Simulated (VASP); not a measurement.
Set up this calculation in VASP 6.6.1, as the native input.

```yaml
Task: band structure
Functional: HSE03
Potentials_or_basis: VASP PAW PBE potentials, release 64 (Cl)
Cutoff: 520 eV
k_mesh: 6 × 6 × 2
Occupations: gaussian, width 0.02 eV
Spin: no spin polarisation
Ladder: gaps
Grid_for_exact_exchange_PRECFOCK: Fast
Further_INCAR_settings: ALGO = Normal; EDIFF = 1e-06; NBANDS = 22
```

Cl:

```
CELL_PARAMETERS angstrom
3.14500 -2.25000 0.00000
3.14500 2.25000 0.00000
0.00000 0.00000 8.21000
ATOMIC_POSITIONS crystal
Cl 0.37000 0.63000 0.40000
Cl 0.13000 0.87000 0.90000
Cl 0.63000 0.37000 0.60000
Cl 0.87000 0.13000 0.10000
```

These files were run (other wordings do the same):

POSCAR

```
Cl
1.0
    3.1450000000     -2.2500000000      0.0000000000
    3.1450000000      2.2500000000      0.0000000000
    0.0000000000      0.0000000000      8.2100000000
Cl
4
Direct
    0.3700000000      0.6300000000      0.4000000000
    0.1300000000      0.8700000000      0.9000000000
    0.6300000000      0.3700000000      0.6000000000
    0.8700000000      0.1300000000      0.1000000000
```

INCAR.step1

```
PREC = Accurate
ENCUT = 520
EDIFF = 1E-5
ISMEAR = 0
SIGMA = 0.02
LREAL = F
LASPH = T
NELM = 100
ALGO = Normal
ISIF = 2
LWAVE = T
LCHARG = F
NBANDS = 22
GGA = PE
KPAR = 4
```

INCAR.step2

```
PREC = Accurate
ENCUT = 520
EDIFF = 1E-6
ISMEAR = 0
SIGMA = 0.02
LREAL = F
LASPH = T
NELM = 100
ALGO = Normal
ISIF = 2
LWAVE = F
LCHARG = F
GGA = PE
LHFCALC = T
HFSCREEN = 0.3
PRECFOCK = Fast
NBANDS = 22
ISTART = 1
KPAR = 4
```

KPOINTS

```
regular mesh
0
Gamma
  6 6 2
```

KPOINTS_OPT

```
path GXSRAZGYX1A1TY,ZT
12
line-mode
reciprocal
 0.0000000000  0.0000000000  0.0000000000  G
 0.3779569104 -0.3779569104  0.0000000000  X

 0.3779569104 -0.3779569104  0.0000000000  X
 0.0000000000 -0.5000000000  0.0000000000  S

 0.0000000000 -0.5000000000  0.0000000000  S
 0.0000000000 -0.5000000000 -0.5000000000  R

 0.0000000000 -0.5000000000 -0.5000000000  R
 0.3779569104 -0.3779569104 -0.5000000000  A

 0.3779569104 -0.3779569104 -0.5000000000  A
 0.0000000000  0.0000000000 -0.5000000000  Z

 0.0000000000  0.0000000000 -0.5000000000  Z
 0.0000000000  0.0000000000  0.0000000000  G

 0.0000000000  0.0000000000  0.0000000000  G
-0.5000000000 -0.5000000000  0.0000000000  Y

-0.5000000000 -0.5000000000  0.0000000000  Y
-0.3779569104 -0.6220430896  0.0000000000  X1

-0.3779569104 -0.6220430896  0.0000000000  X1
-0.3779569104 -0.6220430896 -0.5000000000  A1

-0.3779569104 -0.6220430896 -0.5000000000  A1
-0.5000000000 -0.5000000000 -0.5000000000  T

-0.5000000000 -0.5000000000 -0.5000000000  T
-0.5000000000 -0.5000000000  0.0000000000  Y

 0.0000000000  0.0000000000 -0.5000000000  Z
-0.5000000000 -0.5000000000 -0.5000000000  T
```

Potentials or basis: VASP PAW PBE potentials, release 64 (Cl).

Run with:

```console
$ cat potpaw_PBE.64/Cl/POTCAR > POTCAR
$ cp INCAR.step1 INCAR
$ mpirun -np 4 vasp_std > vasp.out
$ cp INCAR.step2 INCAR
$ mpirun -np 4 vasp_std > vasp.out
```

It gave:

```
Pressure                : -0.8 GPa
Largest force           : 0.797 eV/Å
Band gap on the k mesh  : 3.87 eV, indirect (least direct gap 3.95 eV)
Band gap along the path : 3.84 eV, indirect (least direct gap 3.93 eV)
```

Caveat: the PAW data sets were made with another functional, which shifts forces and pressure a little.

Wall time 28 min on 4 MPI ranks on Intel(R) Xeon(R) Platinum 8488C (Sapphire Rapids) (shared host), peak memory 0.49 GiB a rank.
